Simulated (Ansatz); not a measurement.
# Hg8H: the cost of one run

Program: Ansatz 0.2.0. Level of theory: DFT r2SCAN, scalar-relativistic, plane waves, PAW. These are calculated values, not measurements.

2 further runs of the same task are left out: 2 set aside as unsound or not needed.

**1. The system as given**

It takes space group R-3m (No. 166, trigonal). Conventional cell: a = 3.758 Å, b = 3.758 Å, c = 6.450 Å, α = 90.00°, β = 90.00°, γ = 120.00°. Hg (site symmetry -3m) is surrounded by 6 Hg at 3.05 Å.

Coordinates:

```cif
data_structure
_symmetry_space_group_name_H-M 'P 1'
_symmetry_Int_Tables_number 1
_cell_length_a 3.0547
_cell_length_b 3.0547
_cell_length_c 3.0547
_cell_angle_alpha 75.925
_cell_angle_beta 75.925
_cell_angle_gamma 75.925
_cell_volume 26.30
loop_
_atom_site_label
_atom_site_type_symbol
_atom_site_fract_x
_atom_site_fract_y
_atom_site_fract_z
_atom_site_occupancy
Hg1 Hg 0.00000 0.00000 0.00000 1
```

This cell was relaxed beforehand with the same method: volume 26.30 Å³/atom, gap on the mesh none (metal).

Its energy, with the smearing taken to zero, is -13827.8162 eV for the 1-atom cell on a 12×12×12 mesh; differences below count from it.

**2. Case: 1 H put on empty site 1 in a repeat of 8 host cells**

The empty site lies 2.42 Å from the nearest host atom; the cell of 8 host cells is widened for the start only if the site is tight.

The cell holds 8 Hg, 1 H: a = 6.109 Å, b = 6.109 Å, c = 6.109 Å, α = 75.93°, β = 75.93°, γ = 75.93°.

**3. Quick check of gap, pressure and forces**

Contents of input.yaml:

```yaml
crystal:
  lattice:
    - [3.7581942986, 2.16979449, 4.3003286188]
    - [-3.7581942986, 2.16979449, 4.3003286188]
    - [0.0, -4.33958898, 4.3003286188]
  atoms:
    - { symbol: Hg, position: [0.0, 0.0, 0.0] }
    - { symbol: Hg, position: [0.0, 0.0, 0.5] }
    - { symbol: Hg, position: [0.0, 0.5, 0.0] }
    - { symbol: Hg, position: [0.0, 0.5, 0.5] }
    - { symbol: Hg, position: [0.5, 0.0, 0.0] }
    - { symbol: Hg, position: [0.5, 0.0, 0.5] }
    - { symbol: Hg, position: [0.5, 0.5, 0.0] }
    - { symbol: Hg, position: [0.5, 0.5, 0.5] }
    - { symbol: H, position: [0.25, 0.25, 0.25] }
basis:
  ecutwfc: 500
kpoints:
  mp_grid: { grid: [3, 3, 3] }
hamiltonian:
  xc: r2scan
scf:
  occupations: { method: gaussian, width: 0.1 }
output:
  forces: true
  stress: true
  eigenvalues: true
```

The run is started by

```sh
> ansatz run input.yaml --threads 2 --pin off --max-ram 5120MiB --backend cpu --events-out ev --progress --plain --runs-dir out
```

**Question.** How long does this run take on 2 threads of Intel Xeon Platinum 8488C (Sapphire Rapids), shared host, and how much memory does it need?

About 13 s, with a peak of 0.93 GiB.
